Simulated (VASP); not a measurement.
# CaO (Lime) (Fm-3m) in VASP: further runs, part 2 of 2

VASP 6.6.1.

## 4. Elastic constants, PBEsol

This run uses another cell than the first one, of 13.61 Å³/atom, 1.037 times its volume.

Input file POSCAR:

```
CaO
1.0
    0.0000000000      2.3873311535      2.3873311535
    2.3873311535      0.0000000000      2.3873311535
    2.3873311535      2.3873311535      0.0000000000
  Ca              O
     1     1
Direct
     0.0000000000000000    0.0000000000000000    0.0000000000000000
     0.5000000000000000    0.5000000000000000    0.5000000000000000
```

Input file INCAR.step1:

```
SYSTEM = CaO
  PREC = Accurate
  ENCUT = 600
  EDIFF = 1E-8
  ISMEAR = 0
  SIGMA = 0.03
  LREAL = .False.
  LASPH = .True.
  NELM = 80
  ALGO = Normal
  ISIF = 3
  LWAVE = .False.
  LCHARG = .False.
  GGA = PS
  IBRION = 2
  NSW = 40
  EDIFFG = -0.002
```

Input file INCAR.step2:

```
SYSTEM = CaO
  PREC = Accurate
  ENCUT = 600
  EDIFF = 1E-8
  ISMEAR = 0
  SIGMA = 0.03
  LREAL = .False.
  LASPH = .True.
  NELM = 80
  ALGO = Normal
  ISIF = 3
  LWAVE = .False.
  LCHARG = .False.
  GGA = PS
  IBRION = 6
  NFREE = 2
  POTIM = 0.015
  NSW = 1
```

Input file KPOINTS:

```
Automatic mesh
0
Gamma
  10 10 10
  0 0 0
```

Potentials or basis: VASP PAW PBE potentials, release 64 (Ca_sv, O).

The run is started by

```
$ cat potpaw_PBE.64/Ca_sv/POTCAR potpaw_PBE.64/O/POTCAR > POTCAR
$ cp INCAR.step1 INCAR
$ mpirun -np 1 vasp_std > vasp.out
$ cp CONTCAR POSCAR
$ cp INCAR.step2 INCAR
$ mpirun -np 1 vasp_std > vasp.out
```

OUTCAR:

```text
SYSTEM = CaO
   PREC = Accurate
   ENCUT = 600
   EDIFF = 1E-8
   ISMEAR = 0
   LREAL = .False.
   LASPH = .True.
   NELM = 80
   ISIF = 3
   GGA = PS
   IBRION = 6
   NFREE = 2
   POTIM = 0.015
   NSW = 1

 ion  position               nearest neighbor table
   1  0.000  0.000  0.000-   2 2.39   2 2.39   2 2.39   2 2.39   2 2.39   2 2.39
   2  0.500  0.500  0.500-   1 2.39   1 2.39   1 2.39   1 2.39   1 2.39   1 2.39

  LATTYP: Found a face centered cubic cell.
 ALAT       =     4.7746623070

  Lattice vectors:

 A1 = (   0.0000000000,   2.3873311535,   2.3873311535)
 A2 = (   2.3873311535,   0.0000000000,   2.3873311535)
 A3 = (   2.3873311535,   2.3873311535,   0.0000000000)

Analysis of symmetry for initial positions (statically):
=====================================================================
 Subroutine PRICEL returns:
 Original cell was already a primitive cell.

 Routine SETGRP: Setting up the symmetry group for a
 face centered cubic supercell.

 Subroutine GETGRP returns: Found 48 space group operations
 (whereof 48 operations were pure point group operations)
 out of a pool of 48 trial point group operations.

The static configuration has the point symmetry O_h .

[... 730 lines left out ...]
  Total        0.0088255      0.0022880      0.0022880     -0.0000000      0.0000000      0.0000000
  in kB        0.5196148      0.1347084      0.1347084     -0.0000000      0.0000000      0.0000000
  external PRESSURE =       0.2630105 kB  Pullay stress =       0.0000000 kB
[... 17 lines left out ...]
  FREE ENERGIE OF THE ION-ELECTRON SYSTEM (eV)
  ---------------------------------------------------
  free  energy   TOTEN  =       -13.4132849039 eV

  energy  without entropy=      -13.4132849039  energy(sigma->0) =      -13.41328490

 INTERNAL STRAIN TENSORS FROM STRAINED CELLS
 ============================================

 INTERNAL STRAIN TENSOR FOR ION    1 for displacements in x,y,z  (eV/Angst):
          X           Y           Z          XY          YZ          ZX
  --------------------------------------------------------------------------------
  x    -0.00000     0.00000    -0.00000    -0.00000     0.00000     0.00000
  y     0.00000     0.00000     0.00000     0.00000     0.00000     0.00000
  z    -0.00000    -0.00000     0.00000     0.00000     0.00000    -0.00000

 INTERNAL STRAIN TENSORS FROM DISPLACED ATOMS
 ============================================

 INTERNAL STRAIN TENSOR FOR ION    1 for displacements in x,y,z  (eV/Angst):
          X           Y           Z          XY          YZ          ZX
  --------------------------------------------------------------------------------
  x     0.00000     0.00000     0.00000     0.00000     0.00000     0.00000
  y     0.00000     0.00000     0.00000     0.00000     0.00000     0.00000
  z     0.00000     0.00000     0.00000     0.00000     0.00000     0.00000

 INTERNAL STRAIN TENSOR FOR ION    2 for displacements in x,y,z  (eV/Angst):
          X           Y           Z          XY          YZ          ZX
  --------------------------------------------------------------------------------
  x     0.00000     0.00000     0.00000     0.00000     0.00000     0.00000
  y     0.00000     0.00000     0.00000     0.00000     0.00000     0.00000
  z     0.00000     0.00000     0.00000     0.00000     0.00000     0.00000

 Eigenvectors and eigenvalues of the dynamical matrix
 ----------------------------------------------------

   1 f  =    8.279650 THz    52.022574 2PiTHz  276.179388 cm-1    34.241865 meV
             X         Y         Z           dx          dy          dz
      0.000000  0.000000  0.000000     0.000000    0.534496    0.000000
      2.387331  2.387331  2.387331     0.000000   -0.845171    0.000000
[... 21 lines left out ...]
   6 f/i=    0.003381 THz     0.021244 2PiTHz    0.112781 cm-1     0.013983 meV
             X         Y         Z           dx          dy          dz
      0.000000  0.000000  0.000000     0.000000    0.000000    0.845171
      2.387331  2.387331  2.387331     0.000000    0.000000    0.534496

--------------------------------------------------------------------------------------------------------

 ELASTIC MODULI CONTR FROM IONIC RELAXATION (kBar)
 Direction    XX          YY          ZZ          XY          YZ          ZX
 --------------------------------------------------------------------------------
 XX           0.0000      0.0000      0.0000      0.0000      0.0000      0.0000
 YY           0.0000      0.0000      0.0000      0.0000      0.0000      0.0000
 ZZ           0.0000      0.0000      0.0000      0.0000      0.0000      0.0000
 XY           0.0000      0.0000      0.0000      0.0000      0.0000      0.0000
 YZ           0.0000      0.0000      0.0000      0.0000      0.0000      0.0000
 ZX           0.0000      0.0000      0.0000      0.0000      0.0000      0.0000
 --------------------------------------------------------------------------------

 TOTAL ELASTIC MODULI (kBar)
 Direction    XX          YY          ZZ          XY          YZ          ZX
 --------------------------------------------------------------------------------
 XX        2300.7250    582.1935    582.1935     -0.0000      0.0000      0.0000
 YY         582.1935   2300.7250    582.1935     -0.0000      0.0000      0.0000
 ZZ         582.1935    582.1935   2300.7250      0.0000     -0.0000     -0.0000
 XY          -0.0000     -0.0000      0.0000    766.0731      0.0000      0.0000
 YZ           0.0000      0.0000     -0.0000      0.0000    766.0731      0.0000
 ZX           0.0000      0.0000     -0.0000      0.0000      0.0000    766.0731
 --------------------------------------------------------------------------------
```

Run time: 11 min. Hardware: 1 thread of Intel Xeon Platinum 8559C (Emerald Rapids), shared host; peak memory 0.34 GiB.

Results:

```yaml
Elastic_constants_C11_C12_C44: 230, 58, 77 GPa
Voigt_bulk_modulus: 116 GPa
Highest_phonon_frequency_at_Γ_LO-TO_splitting_left_out: 276 cm⁻¹
```

Phonon frequencies in cm⁻¹ (negative: imaginary):
| q point | frequencies |
| --- | --- |
| (0.000, 0.000, 0.000) | 0 0 0 276 276 276 |

Elastic tensor in Voigt notation (GPa, in the Cartesian axes of the cell as first typed):
```
230  58  58   0   0   0
 58 230  58   0   0   0
 58  58 230   0   0   0
  0   0   0  77   0   0
  0   0   0   0  77   0
  0   0   0   0   0  77
```

Clamped-ion elastic tensor (GPa):
```
230  58  58   0   0   0
 58 230  58   0   0   0
 58  58 230   0   0   0
  0   0   0  77   0   0
  0   0   0   0  77   0
  0   0   0   0   0  77
```

Caveat: the PAW data sets were made with another functional, which shifts forces and pressure a little.
